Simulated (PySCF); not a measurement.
Molfile (atoms numbered from 1):
```
C8H6
     RDKit          3D

 14 14  0  0  0  0  0  0  0  0999 V2000
    2.2492    2.0294    1.6776 C   0  0  0  0  0  0  0  0  0  0  0  0
    1.4460    1.3437    1.0799 C   0  0  0  0  0  0  0  0  0  0  0  0
    0.5001    0.5357    0.3763 C   0  0  0  0  0  0  0  0  0  0  0  0
   -0.0237    0.9667   -0.8548 C   0  0  0  0  0  0  0  0  0  0  0  0
   -0.9437    0.1792   -1.5386 C   0  0  0  0  0  0  0  0  0  0  0  0
   -1.3533   -1.0440   -1.0076 C   0  0  0  0  0  0  0  0  0  0  0  0
   -0.8385   -1.4791    0.2136 C   0  0  0  0  0  0  0  0  0  0  0  0
    0.0821   -0.6981    0.9043 C   0  0  0  0  0  0  0  0  0  0  0  0
    2.9602    2.6365    2.2063 H   0  0  0  0  0  0  0  0  0  0  0  0
    0.3009    1.9250   -1.2649 H   0  0  0  0  0  0  0  0  0  0  0  0
   -1.3452    0.5232   -2.4947 H   0  0  0  0  0  0  0  0  0  0  0  0
   -2.0764   -1.6602   -1.5471 H   0  0  0  0  0  0  0  0  0  0  0  0
   -1.1572   -2.4365    0.6325 H   0  0  0  0  0  0  0  0  0  0  0  0
    0.4887   -1.0333    1.8604 H   0  0  0  0  0  0  0  0  0  0  0  0
  1  2  3  0
  2  3  1  0
  3  4  2  0
  4  5  1  0
  5  6  2  0
  6  7  1  0
  7  8  2  0
  8  3  1  0
  1  9  1  0
  4 10  1  0
  5 11  1  0
  6 12  1  0
  7 13  1  0
  8 14  1  0
M  END
```

Geometry: PBE0-D3(BJ)/def2-SVP; GIAO absolute shieldings from PySCF 2.14, gas phase, non-relativistic, averaged over equivalent atoms.

At PBE0/6-31G (84 basis functions, 7.6 s wall time on 1 thread of an Arm Neoverse V1, shared host):
```json
{"atoms": "C4/C8", "σ (ppm)": "69.4"}
{"atoms": "C6", "σ (ppm)": "75.1"}
{"atoms": "C5/C7", "σ (ppm)": "75.1"}
{"atoms": "C3", "σ (ppm)": "79.6"}
{"atoms": "C2", "σ (ppm)": "119.0"}
{"atoms": "C1", "σ (ppm)": "119.6"}
{"atoms": "H10/H14", "σ (ppm)": "25.02"}
{"atoms": "H11/H13", "σ (ppm)": "25.25"}
{"atoms": "H12", "σ (ppm)": "25.27"}
{"atoms": "H9", "σ (ppm)": "29.39"}
```

Task: Predict the values at PBE0/def2-TZVP on the same geometry.

Result: 
| atoms | σ at PBE0/def2-TZVP | change |
| --- | --- | --- |
| C4/C8 | 47.5 | -21.9 |
| C6 | 53.1 | -22.0 |
| C5/C7 | 53.5 | -21.6 |
| C3 | 57.9 | -21.7 |
| C2 | 99.5 | -19.5 |
| C1 | 103.2 | -16.4 |
| H10/H14 | 23.67 | -1.35 |
| H11/H13 | 23.94 | -1.31 |
| H12 | 23.96 | -1.31 |
| H9 | 28.42 | -0.97 |

The largest change is at C6 (aromatic CH). Cost: 284 basis functions, 44 s wall time on 1 thread of an Arm Neoverse V1, shared host. The order of the carbon signals is the same at both levels.
